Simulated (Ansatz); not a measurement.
AlP under pressure: fit and missing row

AlP, F-43m, a = 5.471 Å. Ansatz: PBEsol, PAW, 420 eV, Γ-centred 8×8×8 mesh on 2 atoms, Gaussian smearing 0.02 eV; no spin polarisation. Cell and atoms are relaxed at each pressure, and no other structure is tried, so the rows at high pressure may lie past a change of phase.

| V (Å³/atom) | P (GPa) |
| --- | --- |
| ? | 59.97 |
| 16.406 | 29.95 |
| 17.924 | 15.07 |
| 18.912 | 8.06 |
| 19.814 | 3.00 |
| 20.471 | -0.03 |
| 21.240 | -2.99 |

**Question.** Take V0 = 20.471 Å³/atom, count pressures from its P0 = -0.03 GPa, fit the third-order Birch–Murnaghan form to the other rows, and predict the missing volume.

**Answer.** With the Eulerian strain f = ½[(V0/V)^(2/3) − 1] and y = (P − P0)/[3f(1 + 2f)^(5/2)], the form is the line y = B0 + 1.5 B0 (B0′ − 4) f. Rows (f, y): 0.07951, 86.9; 0.04631, 87.1; 0.02711, 87.2; 0.01099, 87.0; -0.01214, 86.4. Means f = 0.03036, y = 86.920; Σ(Δf)² = 0.004862, ΣΔfΔy = 0.02153; the slope is their ratio. y = 86.79 + 4.428 f GPa, so B0 = 86.8 GPa and B0′ = 4 + 2 × (4.428)/(3 × 86.79) = 4.03. P = 59.97 GPa is met at f = 0.12898 (y = 87.36), so V = V0 (1 + 2f)^(−3/2) = 14.509 Å³/atom. The run gave 14.468 Å³/atom, so the fit is 0.041 Å³/atom too high, 0.61 % of the span of the series, against an rms of 0.004 Å³/atom on the fitted rows. The row lies outside the fitted range. A fourth-order term fitted to the same rows gives P = 59.36 GPa at this row's volume (the line 60.81, the run 59.97), which recovers part of the miss.

The mesh isn't the same in all rows (8×8×8, 10×10×10).